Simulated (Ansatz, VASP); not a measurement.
## Be: VASP beside Ansatz

```
Be
1.0
     2.29950    0.00000    0.00000
    -1.14975    1.99143    0.00000
     0.00000    0.00000   31.40360
Be
9
Direct
  0.66667 0.33333 0.27067
  0.33333 0.66667 0.32800
  0.66667 0.33333 0.38533
  0.33333 0.66667 0.44267
  0.66667 0.33333 0.49970
  0.33333 0.66667 0.55672
  0.66667 0.33333 0.61376
  0.33333 0.66667 0.67075
  0.66667 0.33333 0.72820
```

Alike in both runs: functional PBE; k mesh 15 × 15 × 1; occupations gaussian, width 0.1 eV; no spin polarisation.

Ansatz relaxed the structure, and its values are those at the end. VASP's run is a single point on that final structure, the one shown.

```csv
,VASP,Ansatz
version,VASP 6.6.1,Ansatz 0.2.0
potentials or method,"VASP PAW PBE potentials, release 64 (Be)","scalar-relativistic, plane waves, PAW"
plane-wave cutoff (eV),520,420
valence electrons in the cell,18,18
```

VASP gave:

| Item | Value |
| --- | --- |
| gap on the k mesh at the Fermi level (eV) | none |
| rms of the force components (eV/Å) | 0.022 |

**Question.** What did Ansatz give for the same quantities?

**Answer.** gap on the k mesh at the Fermi level (eV): none; rms of the force components (eV/Å): 0.021.

A gap of «none» marks a metal or a gap that the smearing closes.
